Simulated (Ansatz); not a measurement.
## MgS in Ansatz: the effect of functional

MgS:

```
S Mg
1.0
     0.00000    2.77529    2.77529
     2.77529    0.00000    2.77529
     2.77529    2.77529    0.00000
S Mg
1 1
Direct
  0.25000 0.25000 0.25000
  0.00000 0.00000 0.00000
```

The cell comes from a database or a generator and needn't be the stable form of this composition.

The cell isn't the ideal one: volume scaled by 0.94.

Alike in all runs:

```yaml
Program: Ansatz 0.2.0
Task: single point
Potentials_or_basis: Ansatz PAW
k_mesh: 8 × 8 × 8
Occupations: fermi-dirac, width 0.05 eV
Spin: no spin polarisation
```

```csv
functional,cutoff,gap on the mesh (eV),pressure (GPa)
LDA,420 eV (not typed: the program's choice for these potentials),3.48,1.5
PBEsol,420 eV (not typed: the program's choice for these potentials),3.59,3.5
r2SCAN,500 eV (not typed: the program's choice for these potentials),?,?
```

Task: What does the run with functional r2SCAN give?

Result: gap on the mesh 4.27 eV; pressure 4.0 GPa.

Caveats: the PAW data sets come from PBE, with cores solved anew for the run's functional, which leaves a small shift of forces and pressure.

A k mesh can miss the band edges.
